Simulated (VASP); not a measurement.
# InP under changes of volume

One of the cells (25.670 Å³/atom); the others are scaled copies at fixed shape and fractional positions:

```
In P
1.0
     0.00000    2.94991    2.94991
     2.94991    0.00000    2.94991
     2.94991    2.94991    0.00000
In P
1 1
Direct
  0.00000 0.00000 0.00000
  0.75000 0.75000 0.75000
```

* Program: VASP 6.6.1
* Functional: PBEsol
* Potentials or basis: VASP PAW PBE potentials, release 64 (In_d, P)
* Cutoff: 520 eV
* k mesh: 8 × 8 × 8
* Occupations: fermi-dirac, width 0.05 eV
* Spin: no spin polarisation

```csv
volume (Å³/atom),energy over the lowest point (meV/atom),pressure (GPa),gap on the mesh (eV)
23.657,?,?,?
24.160,13.30,3.7,0.83
24.663,4.16,2.0,0.72
25.670,0.00,-0.7,0.51
26.173,4.03,-1.9,0.40
26.677,11.57,-3.0,0.30
```

What does the run at 23.657 Å³/atom give?

Energy over the lowest point 27.92 meV/atom; pressure 5.5 GPa; gap on the mesh 0.94 eV.

Worked out: A Birch-Murnaghan fit of order 3 (a polynomial in V^(-2/3)) to the other rows has its minimum at 25.40 Å³/atom with B0 = V·E''(V) = 67 GPa and B' = 4.6. It gives 27.89 meV/atom at 23.657 Å³/atom, against the run's 27.92, and -dE/dV = 5.6 GPa, against 5.5. A straight line through the other rows of the gap, of slope -5.35 eV per unit of ln V (its deformation potential), extrapolates to 0.94 eV, against the run's 0.94.

Energies are extrapolated to zero smearing.

Caveats: the PAW data sets were made with another functional, which shifts forces and pressure a little; spin-orbit coupling is left out, which moves the levels of the heavy elements.
